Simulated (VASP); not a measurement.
Runs of VASP 6.6.1 on GaAs. It takes space group F-43m (No. 216, cubic). Conventional cell: a = 5.750 Å, b = 5.750 Å, c = 5.750 Å, α = 90.00°, β = 90.00°, γ = 90.00°. Ga (site symmetry -43m) is surrounded by 4 As at 2.49 Å. As (site symmetry -43m) is surrounded by 4 Ga at 2.49 Å. The cell is a database's computed one.

```tsv
task	level	cell	k mesh	cutoff (eV)	mesh quality	gap on the mesh (eV)	pressure (GPa)	relaxed volume (Å³/atom)
band structure	PBE	as given	8 × 8 × 8	520	not flagged	0.14	0.0	-
relaxation of cell and atoms	PBE	relaxed	8 × 8 × 8	600	not flagged	0.14	0.0	23.77
relaxation of cell and atoms	r2SCAN	relaxed	8 × 8 × 8	600	not flagged	(b)	0.0	(a)
relaxation of cell and atoms	PBEsol	relaxed	3 × 3 × 3	600	coarse	0.26	0.0	23.07
```

Alike in all rows: potentials or basis VASP PAW PBE potentials, release 64 (Ga_d, As); no spin polarisation; smearing gaussian 0.02 eV.

Estimate the missing entries.

(a) 22.75; (b) 0.94.

Caveats: some runs use coarse meshes; the PAW data sets were made with another functional, which shifts forces and pressure a little (some runs); an odd mesh through Γ misses points on the zone boundary, where band edges often lie (some runs).

A k mesh can miss the band edges, and the runs leave out spin-orbit coupling on As, Ga.

Not every run made on this cell is shown here.
